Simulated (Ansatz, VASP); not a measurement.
# P: VASP beside Ansatz

```
P
1.0
     2.55511    0.00000    0.00000
    -1.27756    2.21279    0.00000
     0.00000    0.00000    2.39819
P
1
Direct
  0.00000 0.00000 0.00000
```

Alike in both runs: functional PBE; k mesh 18 × 18 × 17; occupations fermi-dirac, width 0.05 eV; no spin polarisation.

Ansatz relaxed the structure, and its values are those at the end. VASP's run is a single point on that final structure, the one shown.

|  | VASP | Ansatz |
| --- | --- | --- |
| version | VASP 6.6.1 | Ansatz 0.2.0 |
| potentials or method | VASP PAW PBE potentials, release 64 (P) | PAW with Ansatz's default frozen-core files, scalar-relativistic |
| plane-wave cutoff (eV) | 520 | 420 |
| valence electrons in the cell | 5 | 5 |

```tsv
	VASP	Ansatz	Ansatz less VASP
pressure (GPa)	9.4	9.7	+0.29
```
